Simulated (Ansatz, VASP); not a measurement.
# One calculation of Cu, two programs

```
Cu
1.0
     0.00000    1.73187    1.73187
     1.73187    0.00000    1.73187
     1.73187    1.73187    0.00000
Cu
1
Direct
  0.00000 0.00000 0.00000
```

Alike in both runs: functional r2SCAN; k mesh 20 × 20 × 20; occupations gaussian, width 0.1 eV; no spin polarisation.

Ansatz relaxed the structure, and its values are those at the end. VASP's run is a single point on that final structure, the one shown.

```csv
,VASP,Ansatz
version,VASP 6.6.1,Ansatz 0.2.0
potentials or method,"VASP PAW PBE potentials, release 64 (Cu)","scalar-relativistic, plane waves, PAW"
plane-wave cutoff (eV),520,500
valence electrons in the cell,11,19
```

```csv
,VASP,Ansatz,Ansatz less VASP
gap on the k mesh at the Fermi level (eV),none,none,-
pressure (GPa),20.7,20.0,-0.67
```

A gap of «none» marks a metal or a gap that the smearing closes. The two sets of potentials don't hold the same shells in valence.

Caveats: so large a pressure means that the cell lies far from this level's equilibrium, or that cutoff or potentials fall short (VASP); the potentials were made for another functional, which shifts forces and pressure (VASP).
